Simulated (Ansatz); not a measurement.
Results of PBE in Ansatz (PAW) for α-phase Li₃N.

Numerical settings: plane-wave cutoff 520 eV, 12×12×10 k mesh (along the axes of the cell as run), Fermi–Dirac smearing 0.01 eV, scalar-relativistic PAW data made under PBE.

Properties against volume (c/a stays at 1.063):

Shape and atoms are relaxed at each volume.

| V (Å³/atom) | P (GPa) | direct gap at Γ (eV) | smallest gap on the k mesh (eV) |
|---|---|---|---|
| 10.610 | 2.34 | 1.389 | 1.158 |
| 10.831 | 1.12 | 1.327 | 1.116 |
| 11.052 | 0.00 | 1.267 | 1.061 |
| 11.273 | -1.01 | 1.211 | 1.009 |
| 11.494 | -1.93 | 1.156 | 0.959 |

The fundamental gap (1.06 eV at the equilibrium volume, with added k points) lies elsewhere than Γ–Γ.

Measured, for comparison: band gap 2.15 eV (4 K, not corrected to a static lattice, indirect, optical absorption, E parallel c; as tabulated in Brendecke and Bludau (1979), doi:10.1063/1.326533).

Ansatz is a quantum-chemistry and plane-wave program.
